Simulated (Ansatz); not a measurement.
The system is ZrS2.

```
Zr S
1.0
     3.69138    0.00000    0.00000
    -1.84569    3.19683    0.00000
     0.00000    0.00000    6.04108
Zr S
1 2
Direct
  0.00000 0.00000 0.00000
  0.33333 0.66667 0.23791
  0.66667 0.33333 0.76209
```

The cell is a database's computed one.

* Program: Ansatz 0.2.0
* Task: relaxation of cell and atoms
* Functional: revPBE0
* Potentials or basis: Ansatz PAW
* Cutoff: 420 eV (not typed: the program's choice for these potentials)
* k mesh: 4 × 4 × 3
* Occupations: fermi-dirac, width 0.05 eV
* Spin: no spin polarisation

At the start: volume 23.76 Å³/atom.

Question: How do energy, volume and symmetry change on relaxing?

Answer: It ends after 15 steps and the volume is 31.06 Å³/atom (+30.7 %); space group P-3m1 (No. 164, to 0.05 Å).

Step by step:
```csv
step,energy change (eV),largest force (eV/Å),volume (Å³)
1,0.0000,0.1353,71.29
2,-0.0056,0.3842,76.78
3,-0.0318,0.0440,76.63
4,-0.0421,0.0365,78.44
5,-0.0491,0.0098,81.83
6,-0.0501,0.0421,83.82
7,-0.0503,0.0213,84.63
8,-0.0504,0.0040,84.42
9,-0.0564,0.0059,84.42
10,-0.0584,0.0116,86.62
11,-0.0598,0.0371,90.01
12,-0.0600,0.0021,90.64
13,-0.0600,0.0147,92.93
14,-0.0599,0.0014,93.19
15,-0.0616,0.0022,93.19
```

Final structure:
```xyz
3
Lattice="3.7053 0.0000 0.0000 -1.8526 3.2089 0.0000 0.0000 0.0000 7.8380" Properties=species:S:1:pos:R:3 pbc="T T T"
Zr    0.0000    0.0000    0.0000
S     0.0000    2.1392    1.4282
S     1.8526    1.0696    6.4098
```

Caveat: the k mesh is coarse (spacing up to 0.49 Å⁻¹), so the values aren't converged; the volume moved by over 15 % at a fixed basis, so the end points are rough; the plane-wave basis is chosen anew once the cell has moved, so the energies of steps on either side of that aren't comparable; the PAW data sets come from PBE, with cores solved anew for the run's functional, which leaves a small shift of forces and pressure.
